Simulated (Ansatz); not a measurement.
The system is In.

```xyz
1
Lattice="-1.8825 1.8825 1.8825 1.8825 -1.8825 1.8825 1.8825 1.8825 -1.8825" Properties=species:S:1:pos:R:3 pbc="T T T"
In    0.0000    0.0000    0.0000
```

This isn't the form of In at room conditions, which is tetragonal.

Base run:

- Program: Ansatz 0.2.0
- Functional: PBEsol
- Potentials or basis: all-electron LAPW, scalar-relativistic
- Cutoff: 178 eV (chosen from the basis error)
- Basis error allowed: 0.001 eV/atom
- k mesh: 10 × 10 × 10
- Occupations: fermi-dirac, width 0.05 eV
- Spin: no spin polarisation

Its results: pressure -1.3 GPa.

Q: The run is repeated on the same cell with these changes: functional from PBEsol to LDA. What comes out?

A: Pressure -2.8 GPa.

LDA binds more tightly than PBEsol, so the same cell stands under less pressure.
